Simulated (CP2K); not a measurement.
# ZnS (F-43m) in CP2K: settings compared, part 2 of 2

CP2K 2026.2. Earlier steps stand in the parts before.

### 3 Band structure, LDA

The input, zns_bands.inp:

```
&GLOBAL
  PROJECT zns_bands
  RUN_TYPE ENERGY_FORCE
  PRINT_LEVEL LOW
&END GLOBAL
&FORCE_EVAL
  METHOD QS
  STRESS_TENSOR ANALYTICAL
  &DFT
    BASIS_SET_FILE_NAME BASIS_MOLOPT_UZH
    POTENTIAL_FILE_NAME GTH_POTENTIALS
    &MGRID
      CUTOFF 450
      REL_CUTOFF 60
      NGRIDS 4
    &END MGRID
    &QS
      METHOD GPW
      EPS_DEFAULT 1.0E-10
    &END QS
    &KPOINTS
      SCHEME MONKHORST-PACK 9 9 9
      GAMMA_CENTERED T
      SYMMETRY T
      SYMMETRY_BACKEND SPGLIB
    &END KPOINTS
    &SCF
      SCF_GUESS ATOMIC
      EPS_SCF 1.0E-6
      MAX_SCF 100
      ADDED_MOS 10
      CHOLESKY OFF
      EPS_EIGVAL 1.0E-7
      &DIAGONALIZATION ON
        ALGORITHM STANDARD
      &END DIAGONALIZATION
      &MIXING ON
        METHOD BROYDEN_MIXING
        ALPHA 0.4
        BETA 1.5
        NBUFFER 8
      &END MIXING
      &SMEAR ON
        METHOD FERMI_DIRAC
        ELECTRONIC_TEMPERATURE [K] 580.226
      &END SMEAR
    &END SCF
    &XC
      &XC_FUNCTIONAL
        &LDA_X
        &END LDA_X
        &LDA_C_PW
        &END LDA_C_PW
      &END XC_FUNCTIONAL
    &END XC
    &PRINT
      &KPOINTS ON
      &END KPOINTS
      &MULLIKEN ON
      &END MULLIKEN
      &MO ON
        ENERGIES T
        OCCUPATION_NUMBERS T
        &EACH
          QS_SCF 0
        &END EACH
        ADD_LAST NUMERIC
      &END MO
      &BAND_STRUCTURE
        FILE_NAME bands.bs
        ADDED_MOS 4
        &KPOINT_SET
          UNITS B_VECTOR
          NPOINTS 8
          SPECIAL_POINT GAMMA 0.00000000 0.00000000 0.00000000
          SPECIAL_POINT X 0.50000000 0.00000000 0.50000000
          SPECIAL_POINT W 0.50000000 0.25000000 0.75000000
          SPECIAL_POINT K 0.37500000 0.37500000 0.75000000
          SPECIAL_POINT GAMMA 0.00000000 0.00000000 0.00000000
          SPECIAL_POINT L 0.50000000 0.50000000 0.50000000
          SPECIAL_POINT U 0.62500000 0.25000000 0.62500000
          SPECIAL_POINT W 0.50000000 0.25000000 0.75000000
          SPECIAL_POINT L 0.50000000 0.50000000 0.50000000
          SPECIAL_POINT K 0.37500000 0.37500000 0.75000000
        &END KPOINT_SET
        &KPOINT_SET
          UNITS B_VECTOR
          NPOINTS 8
          SPECIAL_POINT U 0.62500000 0.25000000 0.62500000
          SPECIAL_POINT X 0.50000000 0.00000000 0.50000000
        &END KPOINT_SET
      &END BAND_STRUCTURE
    &END PRINT
  &END DFT
  &SUBSYS
    &CELL
      ABC 3.8212050455 3.8212050455 3.8212050455
      ALPHA_BETA_GAMMA 60.0000000001 59.9999999995 59.9999999996
      PERIODIC XYZ
    &END CELL
    &COORD
      SCALED
      Zn  0.7500000000 0.7500000000 0.7500000000
      S   0.0000000000 0.0000000000 0.0000000000
    &END COORD
    &KIND Zn
      BASIS_SET TZVP-MOLOPT-PBE-GTH-q12
      POTENTIAL GTH-PADE-q12
    &END KIND
    &KIND S
      BASIS_SET TZVP-MOLOPT-PBE-GTH-q6
      POTENTIAL GTH-PADE-q6
    &END KIND
    &PRINT
      &ATOMIC_COORDINATES ON
      &END ATOMIC_COORDINATES
      &CELL ON
      &END CELL
    &END PRINT
  &END SUBSYS
  &PRINT
    &FORCES ON
    &END FORCES
    &STRESS_TENSOR ON
    &END STRESS_TENSOR
  &END PRINT
&END FORCE_EVAL
```

Potentials or basis: GTH_POTENTIALS Zn GTH-PADE-q12, S GTH-PADE-q6; TZVP-MOLOPT-PBE-GTH basis.

Run with:

```
$ OMP_NUM_THREADS=2 cp2k.psmp -i zns_bands.inp -o zns_bands.out
```

zns_bands.out:

```text

 CP2K| version string:                                       CP2K version 2026.2
 CP2K| Input file name                                             zns_bands.inp

 GLOBAL| Force Environment number                                              1
 GLOBAL| Basis set file name                                    BASIS_MOLOPT_UZH
 GLOBAL| Potential file name                                      GTH_POTENTIALS
 GLOBAL| MM Potential file name                                     MM_POTENTIAL
 GLOBAL| Coordinate file name                                      __STD_INPUT__
 GLOBAL| Method name                                                        CP2K
 GLOBAL| Project name                                                  zns_bands
 GLOBAL| Run type                                                   ENERGY_FORCE
 GLOBAL| FFT library                                                       FFTW3
[... 5 lines left out ...]
 GLOBAL| Global print level                                                  LOW
 GLOBAL| Total number of message passing processes                             1
 GLOBAL| Number of threads for this process                                    2
 GLOBAL| CPU model name                                                  UNKNOWN

 CELL| Volume [angstrom^3]:                                            39.453545
 CELL| Vector a [angstrom]:       3.821     0.000     0.000   |a| =     3.821205
 CELL| Vector b [angstrom]:       1.911     3.309     0.000   |b| =     3.821205
 CELL| Vector c [angstrom]:       1.911     1.103     3.120   |c| =     3.821205
 CELL| Angle (b,c), alpha [degree]:                                    60.000000
 CELL| Angle (a,c), beta  [degree]:                                    60.000000
 CELL| Angle (a,b), gamma [degree]:                                    60.000000
 CELL| Numerically orthorhombic:                                              NO
 CELL| Periodicity                                                           XYZ

 CELL_REF| Volume [angstrom^3]:                                        39.453545
 CELL_REF| Vector a [angstrom     3.821     0.000     0.000   |a| =     3.821205
 CELL_REF| Vector b [angstrom     1.911     3.309     0.000   |b| =     3.821205
 CELL_REF| Vector c [angstrom     1.911     1.103     3.120   |c| =     3.821205
 CELL_REF| Angle (b,c), alpha [degree]:                                60.000000
 CELL_REF| Angle (a,c), beta  [degree]:                                60.000000
 CELL_REF| Angle (a,b), gamma [degree]:                                60.000000
 CELL_REF| Numerically orthorhombic:                                          NO
 CELL_REF| Periodicity                                                       XYZ
[... 9 lines left out ...]
 TOTAL NUMBERS AND MAXIMUM NUMBERS
[... 145 lines left out ...]
 MO|      5              -0.111164              -3.024922               2.000000
 MO|      6              -0.110823              -3.015655               2.000000
[... 347 lines left out ...]
 MO|     18               0.801698              21.815321               0.000000
 MO|     19               0.836766              22.769572               0.000000
 MO| Sum:                                                              18.000000
 MO| E(Fermi):            0.143808 a.u.          3.913223 eV
 MO| Band gap:            0.245750 a.u.          6.687190 eV

 [... the levels of further k-points ...]

 !-----------------------------------------------------------------------------!
                     Mulliken Population Analysis

 #  Atom  Element  Kind  Atomic population                           Net charge
       1     Zn       1         11.885800                              0.114200
       2     S        2          6.114200                             -0.114200
 # Total charge                             18.000000                 -0.000000

 !-----------------------------------------------------------------------------!

 KPOINTS| Band Structure Calculation
 KPOINTS| Number of k-point sets                                               2
 KPOINTS| Number of added MOs/bands                                            4
 KPOINTS| Number of k-points in set    1                                      73
 KPOINTS| In units of b-vector [2pi/Bohr]
 KPOINTS| Special point     1       GAMMA     0.000000     0.000000     0.000000
 KPOINTS| Special point     2           X     0.500000     0.000000     0.500000
 KPOINTS| Special point     3           W     0.500000     0.250000     0.750000
 KPOINTS| Special point     4           K     0.375000     0.375000     0.750000
 KPOINTS| Special point     5       GAMMA     0.000000     0.000000     0.000000
 KPOINTS| Special point     6           L     0.500000     0.500000     0.500000
 KPOINTS| Special point     7           U     0.625000     0.250000     0.625000
 KPOINTS| Special point     8           W     0.500000     0.250000     0.750000
 KPOINTS| Special point     9           L     0.500000     0.500000     0.500000
 KPOINTS| Special point    10           K     0.375000     0.375000     0.750000
 KPOINTS| Number of k-points in set    2                                       9
 KPOINTS| In units of b-vector [2pi/Bohr]
 KPOINTS| Special point     1           U     0.625000     0.250000     0.625000
 KPOINTS| Special point     2           X     0.500000     0.000000     0.500000

 ENERGY| Total FORCE_EVAL ( QS ) energy [hartree]            -70.767857601044057

 FORCES| Atomic forces [hartree/bohr]
 FORCES|   Atom     x               y               z               |f|
 FORCES|      1  4.83009328E-10 -8.07661892E-09 -9.93215348E-09   1.28106496E-08
 FORCES|      2 -4.31920534E-10  8.10719887E-09  9.95231994E-09   1.28437495E-08
 FORCES| Sum     5.10887932E-11  3.05799573E-11  2.01664638E-11
 FORCES| Total atomic force                                       6.28640187E-11

 STRESS| Analytical stress tensor [bar]
 STRESS|                        x                   y                   z
 STRESS|      x       -4.33957083121E+04  -2.78188220857E-03   6.53211671978E-02
 STRESS|      y       -2.78188220857E-03  -4.33957871316E+04   1.64198336751E-01
 STRESS|      z        6.53211671978E-02   1.64198336751E-01  -4.33955847105E+04
 STRESS| 1/3 Trace                                            -4.33956933847E+04
 STRESS| Determinant                                          -8.17221711081E+13

 STRESS| Eigenvectors and eigenvalues of the analytical stress tensor [bar]
 STRESS|                        1                   2                   3
 STRESS| Eigenvalues  -4.33958857346E+04  -4.33957150976E+04  -4.33954793220E+04
 STRESS|      x           0.198073870362      0.950575210681      0.239109829823
 STRESS|      y           0.841791248585     -0.289940121507      0.455326497962
 STRESS|      z          -0.502149614841     -0.111092280466      0.857615455514
```

Wall time 52 s (2 threads of Arm Neoverse V1, shared host); peak memory 0.35 GiB.

Results:

```
Free energy             : -1925.6913 eV
Pressure                : -4.3 GPa
Band gap on the k mesh  : 1.80 eV, direct
Band gap along the path : 1.80 eV, direct
Mulliken charges        : Zn +0.11; S -0.11 e
```

Levels at the corners of the path, in eV from the valence-band top:
| point | band 7 | band 8 | band 9 | band 10 | band 11 | band 12 |
| --- | --- | --- | --- | --- | --- | --- |
| Γ | 0.00 | 0.00 | 0.00 | 1.80 | 6.25 | 6.25 |
| X | -4.69 | -2.28 | -2.28 | 3.20 | 3.93 | 10.78 |
| W | -4.72 | -2.83 | -2.79 | 5.57 | 5.90 | 7.71 |
| K | -4.75 | -3.20 | -1.85 | 3.96 | 5.83 | 9.32 |
| Γ | 0.00 | 0.00 | 0.00 | 1.80 | 6.25 | 6.25 |
| L | -5.42 | -0.89 | -0.89 | 3.05 | 6.90 | 6.90 |
| U | -4.75 | -3.20 | -1.85 | 3.96 | 5.83 | 9.32 |
| W | -4.72 | -2.83 | -2.79 | 5.57 | 5.90 | 7.71 |
| L | -5.42 | -0.89 | -0.89 | 3.05 | 6.90 | 6.90 |
| K | -4.75 | -3.20 | -1.85 | 3.96 | 5.83 | 9.32 |
| U | -4.75 | -3.20 | -1.85 | 3.96 | 5.83 | 9.32 |
| X | -4.69 | -2.28 | -2.28 | 3.20 | 3.93 | 10.78 |

Caveat: Mulliken charges move with the basis; the basis of atomic orbitals isn't converged, which shifts pressures, moduli and gaps.

### 4 Against experiment

Step 2. Against the measured gap of ZnS, 3.85 eV (direct; 19 K; quoted in “Electronic, vibrational, and thermodynamic properties of ZnS (zincblende and rocksalt structure)”, 2009, arxiv:0911.5022), the calculated 2.07 eV is off by -1.78 eV. The value is that of PBE in an atomic basis (POTENTIAL_UZH Zn GTH-PBE-q12, S GTH-PBE-q6; TZVP-MOLOPT-PBE-GTH basis), whose error adds to the functional's,, without temperature or zero-point motion. Semilocal functionals fall short of measured gaps as a rule.

Step 3. Against the measured gap of ZnS, 3.85 eV (direct; 19 K; quoted in “Electronic, vibrational, and thermodynamic properties of ZnS (zincblende and rocksalt structure)”, 2009, arxiv:0911.5022), the calculated 1.80 eV is off by -2.05 eV. So large a miss can be the level of theory's own, or it may mean another phase, state or a wrong row. The value is that of LDA in an atomic basis (GTH_POTENTIALS Zn GTH-PADE-q12, S GTH-PADE-q6; TZVP-MOLOPT-PBE-GTH basis), whose error adds to the functional's,, without temperature or zero-point motion. Semilocal functionals fall short of measured gaps as a rule.
